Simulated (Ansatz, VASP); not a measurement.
# Ir in VASP and in Ansatz

```
Ir
1.0
     0.00000    1.90274    1.90274
     1.90274    0.00000    1.90274
     1.90274    1.90274    0.00000
Ir
1
Direct
  0.00000 0.00000 0.00000
```

Alike in both runs: task single point; functional r2SCAN; k mesh 12 × 12 × 12; occupations fermi-dirac, width 0.05 eV; no spin polarisation.

```csv
,VASP,Ansatz
version,VASP 6.6.1,Ansatz 0.2.0
potentials or method,"VASP PAW PBE potentials, release 64 (Ir)",Ansatz PAW
plane-wave cutoff (eV),520,500
valence electrons in the cell,9,17
```

Ansatz gave:

```
gap on the k mesh at the Fermi level (eV) : none
pressure (GPa)                            : 11.9
```

**Question.** Estimate VASP's values.

**Answer.** gap on the k mesh at the Fermi level (eV): none; pressure (GPa): 14.9.

A gap of «none» marks a metal or a gap that the smearing closes. With one functional, cell and mesh, what is left measures potentials, basis and numerics. The two sets of potentials don't hold the same shells in valence.

Caveats: the PAW data sets were made with another functional, which shifts forces and pressure a little (VASP); the PAW data sets come from PBE, with cores solved anew for the run's functional, which leaves a small shift of forces and pressure (Ansatz). Spin-orbit coupling is left out, which matters for the levels of Ir.
